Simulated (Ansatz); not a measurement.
Molecular dynamics on a 2×2×2 supercell (16 atoms) of AlN (F-43m), relaxed with r2SCAN. Forces come from PBE in Ansatz: a Langevin thermostat at fixed volume, 2200 K, steps of 1.5 fs. Classical nuclei, no spin polarisation; a few dozen steps show the first response, not equilibrium.

```yaml
crystal:
  lattice:
    - [0.0, 4.369752971, 4.369752971]
    - [4.369752971, 0.0, 4.369752971]
    - [4.369752971, 4.369752971, 0.0]
  atoms:
    - { symbol: Al, position: [0.0, 0.0, 0.0] }
    - { symbol: "N", position: [0.375, 0.375, 0.375] }
    - { symbol: Al, position: [0.0, 0.0, 0.5] }
    - { symbol: "N", position: [0.375, 0.375, 0.875] }
    - { symbol: Al, position: [0.0, 0.5, 0.0] }
    - { symbol: "N", position: [0.375, 0.875, 0.375] }
    - { symbol: Al, position: [0.0, 0.5, 0.5] }
    - { symbol: "N", position: [0.375, 0.875, 0.875] }
    - { symbol: Al, position: [0.5, 0.0, 0.0] }
    - { symbol: "N", position: [0.875, 0.375, 0.375] }
    - { symbol: Al, position: [0.5, 0.0, 0.5] }
    - { symbol: "N", position: [0.875, 0.375, 0.875] }
    - { symbol: Al, position: [0.5, 0.5, 0.0] }
    - { symbol: "N", position: [0.875, 0.875, 0.375] }
    - { symbol: Al, position: [0.5, 0.5, 0.5] }
    - { symbol: "N", position: [0.875, 0.875, 0.875] }
kpoints:
  mp_grid: { grid: [4, 4, 4] }
hamiltonian:
  xc: pbe
scf:
  occupations: { method: fermi_dirac, width: 0.19 }
md:
  ensemble: nvt_langevin
  temperature: 2200
  timestep: 1.5
  n_steps: 30
  initial_velocities: maxwell_boltzmann
  seed: 4653
```

Command: `ansatz run input.yaml --threads 4 --pin off --max-ram 5529MiB --backend cpu --events-out ev --progress --plain --runs-dir out`. Wall time 2.3 min on 4 threads of Arm Neoverse V2, on a shared host; peak host memory 0.72 GiB.

```csv
step,t (fs),T (K),free energy F from step 0 (meV/atom),kinetic energy (meV/atom),largest force (eV/Å)
0,0,2062,0.0,266.6,0.00
1,1.5,1888,7.5,244.1,1.08
2,3,1787,28.6,231.0,2.09
3,4.5,1575,60.8,203.6,3.15
4,6,1253,99.1,162.0,4.10
5,7.5,1031,138.5,133.3,5.00
6,9,870,176.0,112.4,5.84
7,10.5,656,205.9,84.8,6.41
8,12,576,223.9,74.5,6.56
9,13.5,525,229.5,67.8,6.23
10,15,603,224.8,77.9,5.66
11,16.5,819,210.7,105.9,5.51
12,18,1090,189.9,140.9,5.29
13,19.5,1262,167.3,163.2,5.04
14,21,1529,145.4,197.7,4.76
15,22.5,1694,128.2,219.0,4.47
16,24,1807,118.7,233.6,4.16
17,25.5,1938,118.3,250.5,3.84
18,27,1805,128.2,233.3,3.80
19,28.5,1543,146.4,199.5,4.16
20,30,1416,168.0,183.1,4.41
21,31.5,1235,190.4,159.6,4.48
22,33,1094,212.5,141.4,4.44
23,34.5,886,232.2,114.5,4.43
24,36,749,245.8,96.8,4.42
25,37.5,719,250.2,92.9,4.37
26,39,745,243.2,96.3,4.36
27,40.5,881,227.3,113.9,4.23
28,42,1178,204.3,152.2,3.97
29,43.5,1385,179.9,179.0,3.79
30,45,1515,158.1,195.8,3.68
```

The temperature starts at 2062 K, is lowest at step 9 (525 K, 13.5 fs) and ends at 1515 K. The thermostat hasn't had time to restore it. The atoms start on their lattice sites with kinetic energy alone, so much of it first passes into potential energy. By the last step the atoms have moved 0.18 Å in the root mean square, the drift of the whole cell taken out, 0.25 Å at most.

Positions (Å) and forces (eV/Å) at step 30:
```
Al   0.101  -0.039  -0.008    -1.654   0.534  -1.475
N    3.299   3.144   3.138     0.079   1.650  -0.066
Al   2.112   2.465  -0.124    -0.968  -0.582  -0.432
N    5.437   5.459   3.241    -0.158   0.288  -1.064
Al   2.244   0.140   2.032    -0.494  -0.004   0.566
N    5.272   3.371   5.377     1.012   0.140   0.053
Al   4.455   2.061   2.025    -0.349   3.329  -0.264
N    7.707   5.462   5.381    -1.339  -2.328   0.330
Al  -0.080   2.098   2.099     1.528   2.938   0.517
N    3.209   5.701   5.249    -0.488  -0.654   0.561
Al   2.144   4.347   2.238     0.325  -1.371  -2.650
N    5.598   7.796   5.383    -0.146  -3.481  -0.141
Al   2.304   2.033   4.223    -1.152   2.082   0.930
N    5.375   5.395   7.504     1.619   1.388   1.747
Al   4.163   4.544   4.241     1.969  -3.101  -0.156
N    7.651   7.780   7.457     0.214  -0.830   1.545
```
